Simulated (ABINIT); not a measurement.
The system is SnSe.

```
CELL_PARAMETERS angstrom
11.42000 0.00000 0.00000
0.00000 4.19000 0.00000
0.00000 0.00000 4.46000
ATOMIC_POSITIONS crystal
Sn 0.87700 0.75000 0.90900
Sn 0.62300 0.25000 0.40900
Sn 0.37700 0.75000 0.59100
Sn 0.12300 0.25000 0.09100
Se 0.64300 0.75000 0.98400
Se 0.85700 0.25000 0.48400
Se 0.14300 0.75000 0.51600
Se 0.35700 0.25000 0.01600
```

Base run:

- Program: ABINIT 10.8.3 (patched build)
- Functional: LDA
- Potentials or basis: JTH PAW LDA v2.0
- Cutoff: 599 eV
- k mesh: 3 × 5 × 5
- Occupations: fermi-dirac, width 0.05 eV
- Spin: no spin polarisation

Its results: pressure -2.0 GPa; largest force 0.190 eV/Å.

Problem. The run is repeated on the same cell with these changes: functional from LDA to PBE; potentials or basis from JTH PAW LDA v2.0 to JTH PAW PBE v2.0. What comes out?

Solution. Pressure 2.4 GPa; largest force 0.314 eV/Å.
